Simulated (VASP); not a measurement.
Set up this calculation in VASP 6.6.1, as the native input.

* Task: single point
* Functional: PBE
* Potentials or basis: VASP PAW PBE potentials, release 64 (Cr_pv)
* Cutoff: 520 eV
* k mesh: 24 × 24 × 24
* Occupations: gaussian, width 0.15 eV
* Spin: no spin polarisation
* Dipole correction: no
* Further INCAR settings: ALGO = Normal; EDIFF = 1e-06; NBANDS = 12

The structure of Cr lies in POSCAR:

```
Cr
1.0
   -0.7727515773      1.5455031545      1.5455031545
    1.5455031545     -0.7727515773      1.5455031545
    1.5455031545      1.5455031545     -0.7727515773
Cr
1
Direct
    0.0000000000      0.0000000000      0.0000000000
```

This isn't the form of Cr at room conditions, which is bcc.

These files were run (other wordings do the same):

INCAR

```
PREC     = Accurate       # precision mode
ENCUT    = 520            # plane-wave cutoff, eV
EDIFF    = 1E-6           # SCF threshold, eV
ISMEAR   = 0              # smearing method
SIGMA    = 0.15           # smearing width, eV
LREAL    = False          # projectors in reciprocal space
LASPH    = True           # aspherical terms in the spheres
NELM     = 100            # most SCF steps
ALGO     = Normal         # electronic algorithm
ISIF     = 2              # what is computed and relaxed
LWAVE    = False          # write WAVECAR
LCHARG   = False          # write CHGCAR
GGA      = PE             # functional
NBANDS   = 12             # bands
```

KPOINTS

```
Automatic mesh
0
Gamma
  24 24 24
```

Potentials or basis: VASP PAW PBE potentials, release 64 (Cr_pv).

Command:

```bash
$ cat potpaw_PBE.64/Cr_pv/POTCAR > POTCAR
$ mpirun -np 1 vasp_std > vasp.out
```

Results of the run:

| Property | Result |
| --- | --- |
| Pressure | 5.4 GPa |
| Band gap on the k mesh | none (metal or under the smearing width) |

Caveat: the run has no spin polarisation, though such a crystal can be magnetic.

Wall time 36 s on 1 thread of Intel(R) Xeon(R) Platinum 8488C (Sapphire Rapids), on a shared host, peak memory 0.17 GiB.
